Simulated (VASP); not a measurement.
# CoO (R3m) in VASP: reference runs, part 2 of 2

VASP 6.6.1. Earlier steps stand in the parts before.

### 6 Equation of state, PBE, collinear spin, ferromagnetic start, 11.18 Å³/atom (volume scaled by 0.98)

File INCAR:

```
SYSTEM = CoO
PREC = Accurate
ENCUT = 520
EDIFF = 1E-7
ISMEAR = -1
SIGMA = 0.05
LREAL = .FALSE.
LASPH = .TRUE.
NELM = 150
ALGO = Normal
ISIF = 2
LWAVE = .FALSE.
LCHARG = .FALSE.
ISPIN = 2
MAGMOM = 2 0
LORBIT = 11
LMAXMIX = 4
GGA = PE
NBANDS = 18
```

File KPOINTS:

```
Automatic mesh
0
G
  10 10 10
  0 0 0
```

File POSCAR:

```
CoO
1.0
    1.5914663644      0.9188335339      2.5492457344
   -1.5914663644      0.9188335339      2.5492457344
    0.0000000000     -1.8376670678      2.5492457344
Co O
1 1
Direct
    0.9989783200      0.9989783200      0.9989783200
    0.7510210300      0.7510210300      0.7510210300
```

Potentials or basis: VASP PAW PBE potentials, release 64 (Co, O).

On the command line:

```console
$ cat potpaw_PBE.64/Co/POTCAR potpaw_PBE.64/O/POTCAR > POTCAR
$ mpirun -np 1 vasp_std > vasp.out
```

It took 48 s on 1 thread of Intel Xeon Platinum 8488C (Sapphire Rapids), shared host; peak memory 0.2 GiB.

It converged, with:

- Free energy: -13.3663 eV
- Pressure: 2.1 GPa
- Largest force: 0.280 eV/Å
- Band gap on the k mesh: none (metal or under the smearing width)
- Net moment: 2.65 μB per cell
- Site moments: Co +2.29; O +0.28 μB
- Valence electrons inside the program's atomic spheres: Co 8.05; O 5.00

Caveat: a cell with one magnetic atom can't hold antiferromagnetic order, which such compounds often take; semilocal functionals often make such compounds metallic where correlation or magnetic order opens a gap, which also shifts bond lengths.

### 7 Equation of state, PBE, collinear spin, ferromagnetic start, 11.64 Å³/atom (volume scaled by 1.02)

File INCAR:

```
SYSTEM = CoO
ALGO     = Normal         ! electronic algorithm
EDIFF    = 1E-7           ! SCF threshold, eV
ENCUT    = 520            ! plane-wave cutoff, eV
GGA      = PE             ! functional
ISIF     = 2              ! what is computed and relaxed
ISMEAR   = -1             ! smearing method
ISPIN    = 2              ! spin polarisation
LASPH    = .True.         ! aspherical terms in the spheres
LCHARG   = .False.        ! write CHGCAR
LMAXMIX  = 4              ! l up to which the mixer works
LORBIT   = 11             ! projections on sites
LREAL    = .False.        ! projectors in reciprocal space
LWAVE    = .False.        ! write WAVECAR
MAGMOM   = 2 0            ! initial moments
NBANDS   = 18             ! bands
NELM     = 100            ! most SCF steps
PREC     = Accurate       ! precision mode
SIGMA    = 0.05           ! smearing width, eV
```

File KPOINTS:

```
k-points
0
Gamma
  10 10 10
  0 0 0
```

File POSCAR:

```
CoO
1.0
    1.6128308784      0.9311683418      2.5834678816
   -1.6128308784      0.9311683418      2.5834678816
    0.0000000000     -1.8623366835      2.5834678816
Co O
1 1
Direct
    0.9989783200      0.9989783200      0.9989783200
    0.7510210300      0.7510210300      0.7510210300
```

Potentials or basis: VASP PAW PBE potentials, release 64 (Co, O).

On the command line:

```console
$ cat potpaw_PBE.64/Co/POTCAR potpaw_PBE.64/O/POTCAR > POTCAR
$ mpirun -np 1 vasp_std > vasp.out
```

OUTCAR:

```text
SYSTEM = CoO
   EDIFF = 1E-7
   ENCUT = 520
   GGA = PE
   ISIF = 2
   ISMEAR = -1
   ISPIN = 2
   LASPH = .True.
   LORBIT = 11
   LREAL = .False.
   NELM = 100
   PREC = Accurate

 ion  position               nearest neighbor table
   1  0.999  0.999  0.999-   2 1.92   2 1.98   2 1.98   2 1.98
   2  0.751  0.751  0.751-   1 1.92   1 1.98   1 1.98   1 1.98

  LATTYP: Found a trigonal (rhomboedric) cell.
 ALAT       =     3.1847455500
 COS(alpha) =     0.4870699110

  Lattice vectors:

 A1 = (   1.6128308784,   0.9311683418,   2.5834678816)
 A2 = (  -1.6128308784,   0.9311683418,   2.5834678816)
 A3 = (   0.0000000000,  -1.8623366835,   2.5834678816)

Analysis of symmetry for initial positions (statically):
=====================================================================
 Subroutine PRICEL returns:
 Original cell was already a primitive cell.

 Routine SETGRP: Setting up the symmetry group for a
 trigonal (rhombohedral) supercell.

 Subroutine GETGRP returns: Found  6 space group operations
 (whereof  6 operations were pure point group operations)
[... 1895 lines left out ...]
     18      30.4147      0.00000

 [... further k-points ...]

------------------------ aborting loop because EDIFF is reached ----------------------------------------

  FORCE on cell =-STRESS in cart. coord.  units (eV):
  Direction    XX          YY          ZZ          XY          YZ          ZX
  --------------------------------------------------------------------------------------
  -------------------------------------------------------------------------------------
  Total       -0.6106786     -0.6106786      0.1182671      0.0000000      0.0000000      0.0000000
  in kB      -42.0292803    -42.0292803      8.1396033      0.0000000      0.0000000      0.0000000
  external PRESSURE =     -25.3063191 kB  Pullay stress =       0.0000000 kB

 VOLUME and BASIS-vectors are now :
 -----------------------------------------------------------------------------
  energy-cutoff  :      520.00
  volume of cell :       23.28
      direct lattice vectors                 reciprocal lattice vectors
     1.612830878  0.931168342  2.583467882     0.310013906  0.178986612  0.129025538
    -1.612830878  0.931168342  2.583467882    -0.310013906  0.178986612  0.129025538
     0.000000000 -1.862336683  2.583467882     0.000000000 -0.357973224  0.129025538

 POSITION                                       TOTAL-FORCE (eV/Angst)
 -----------------------------------------------------------------------------------
      0.00000      0.00000      7.74249         0.000000      0.000000      0.242961
      0.00000      0.00000      5.82072         0.000000     -0.000000     -0.242961
 -----------------------------------------------------------------------------------
    total drift:                               -0.000000      0.000000      0.000301

  FREE ENERGIE OF THE ION-ELECTRON SYSTEM (eV)
  ---------------------------------------------------
  free  energy   TOTEN  =       -13.3657010982 eV

  energy  without entropy=      -13.3510707681  energy(sigma->0) =      -13.35838593

 total charge

# of ion       s       p       d       tot
------------------------------------------
    1        0.340   0.434   7.192   7.966
    2        1.552   3.431   0.000   4.983
--------------------------------------------------
tot          1.892   3.866   7.192  12.949

 magnetization (x)

# of ion       s       p       d       tot
------------------------------------------
    1        0.019   0.049   2.345   2.413
    2        0.021   0.281   0.000   0.301
--------------------------------------------------
tot          0.039   0.330   2.345   2.714
```

stdout:

```text
POSCAR found type information on POSCAR CoO
 POSCAR found :  2 types and       2 ions
 scaLAPACK will be used
 LDA part: xc-table for (Slater+PW92), standard interpolation
 POSCAR, INCAR and KPOINTS ok, starting setup
 FFT: planning ... GRIDC
 FFT: planning ... GRID_SOFT
 FFT: planning ... GRID
 WAVECAR not read
 entering main loop
```

It took 58 s on 1 thread of Intel Xeon Platinum 8488C (Sapphire Rapids), shared host; peak memory 0.2 GiB.

Results:

* Free energy: -13.3657 eV
* Pressure: -2.5 GPa
* Largest force: 0.243 eV/Å
* Band gap on the k mesh: none (metal or under the smearing width)
* Net moment: 2.80 μB per cell
* Site moments: Co +2.41; O +0.30 μB
* Valence electrons inside the program's atomic spheres: Co 7.97; O 4.98

Caveat: a cell with one magnetic atom can't hold antiferromagnetic order, which such compounds often take; semilocal functionals often make such compounds metallic where correlation or magnetic order opens a gap, which also shifts bond lengths.

### 8 Equation of state, PBE, collinear spin, ferromagnetic start, 11.87 Å³/atom (volume scaled by 1.04)

File INCAR:

```
SYSTEM = CoO
  ALGO = Normal
  EDIFF = 1E-7
  ENCUT = 520
  GGA = PE
  ISIF = 2
  ISMEAR = -1
  ISPIN = 2
  LASPH = .True.
  LCHARG = .False.
  LMAXMIX = 4
  LORBIT = 11
  LREAL = .False.
  LWAVE = .False.
  MAGMOM = 2 0
  NBANDS = 18
  NELM = 100
  PREC = Accurate
  SIGMA = 0.05
```

KPOINTS is that of step 7.

File POSCAR:

```
CoO
1.0
    1.6233040996      0.9372150589      2.6002441171
   -1.6233040996      0.9372150589      2.6002441171
    0.0000000000     -1.8744301178      2.6002441171
Co O
1 1
Direct
    0.9989783200      0.9989783200      0.9989783200
    0.7510210300      0.7510210300      0.7510210300
```

On the command line:

```console
$ cat potpaw_PBE.64/Co/POTCAR potpaw_PBE.64/O/POTCAR > POTCAR
$ mpirun -np 1 vasp_std > vasp.out
```

Run time: 66 s. Hardware: 1 thread of Intel Xeon Platinum 8488C (Sapphire Rapids), shared host; peak memory 0.2 GiB.

Results (log left out):

| Property | Result |
| --- | --- |
| Free energy | -13.3558 eV |
| Pressure | -4.7 GPa |
| Largest force | 0.222 eV/Å |
| Band gap on the k mesh | none (metal or under the smearing width) |
| Net moment | 2.86 μB per cell |
| Site moments | Co +2.45; O +0.31 μB |
| Valence electrons inside the program's atomic spheres | Co 7.93; O 4.98 |

Caveat: a cell with one magnetic atom can't hold antiferromagnetic order, which such compounds often take; semilocal functionals often make such compounds metallic where correlation or magnetic order opens a gap, which also shifts bond lengths.

### 9 Equation of state, PBE, collinear spin, ferromagnetic start, 12.10 Å³/atom (volume scaled by 1.06)

File INCAR:

```
ALGO = Normal ; EDIFF = 1E-7
ENCUT = 520 ; GGA = PE
ISIF = 2 ; ISMEAR = -1
ISPIN = 2 ; LASPH = T
LCHARG = F ; LMAXMIX = 4
LORBIT = 11 ; LREAL = F
LWAVE = F ; MAGMOM = 2 0
NBANDS = 18 ; NELM = 100
PREC = Accurate ; SIGMA = 0.05
```

File KPOINTS:

```
k-points
0
Gamma
  10 10 10
```

File POSCAR:

```
CoO
1.0
    1.6336438949      0.9431847425      2.6168066281
   -1.6336438949      0.9431847425      2.6168066281
    0.0000000000     -1.8863694850      2.6168066281
Co O
1 1
Direct
    0.9989783200      0.9989783200      0.9989783200
    0.7510210300      0.7510210300      0.7510210300
```

Potentials or basis: VASP PAW PBE potentials, release 64 (Co, O).

On the command line:

```console
$ cat potpaw_PBE.64/Co/POTCAR potpaw_PBE.64/O/POTCAR > POTCAR
$ mpirun -np 1 vasp_std > vasp.out
```

Wall time 64 s (1 thread of Intel Xeon Platinum 8488C (Sapphire Rapids), shared host); peak memory 0.2 GiB.

It converged, with:

```
Free energy                                           : -13.3401 eV
Pressure                                              : -6.6 GPa
Largest force                                         : 0.203 eV/Å
Band gap on the k mesh                                : none (metal or under the smearing width)
Net moment                                            : 2.89 μB per cell
Site moments                                          : Co +2.48; O +0.32 μB
Valence electrons inside the program's atomic spheres : Co 7.89; O 4.97
```

Caveat: a cell with one magnetic atom can't hold antiferromagnetic order, which such compounds often take; semilocal functionals often make such compounds metallic where correlation or magnetic order opens a gap, which also shifts bond lengths.

### 10 Equation of state, PBE, collinear spin, ferromagnetic start

Potentials or basis: VASP PAW PBE potentials, release 64 (Co, O).

This step only gathers the single runs of the series.

What came out:

```
Equilibrium volume                        : 11.40 Å³/atom (rough: see the caveat)
Bulk modulus at fixed shape and positions : 114 GPa (rough)
```

Energy against volume, from the lowest point:
```csv
volume (Å³/atom),energy (meV/atom)
10.727,14.58
10.955,6.34
11.183,1.50
11.411,0.00
11.640,1.80
11.868,6.72
12.096,14.59
```

Caveat: the fit is doubtful: noisy points or a state that changes with volume; the cell was scaled at fixed shape and fractional positions, which overstates the stiffness of a crystal with free parameters, most of all of layers and chains.

### 11 Summary

| task | cell | gap on the mesh (eV) | pressure (GPa) | moment (μB) | largest force (eV/Å) |
| --- | --- | --- | --- | --- | --- |
| single point | as given | none | -0.3 | 2.74 | 0.26 |
| single point | atoms moved at random, drawn with an rms of 0.05 Å | none | -0.2 | 2.74 | 0.34 |
| equation of state | as given | - | - | - | - |

Alike in all rows: level PBE; potentials or basis VASP PAW PBE potentials, release 64 (Co, O); spin collinear, ferromagnetic start; k mesh 10 × 10 × 10; cutoff (eV) 520; smearing fermi-dirac 0.05 eV.

Caveats: a cell with one magnetic atom can't hold antiferromagnetic order, which such compounds often take (some runs); semilocal functionals often make such compounds metallic where correlation or magnetic order opens a gap, which also shifts bond lengths (some runs); the fit is doubtful: noisy points or a state that changes with volume (some runs); the cell was scaled at fixed shape and fractional positions, which overstates the stiffness of a crystal with free parameters, most of all of layers and chains (some runs).

Absolute energies hang on the potentials; compare differences alone.
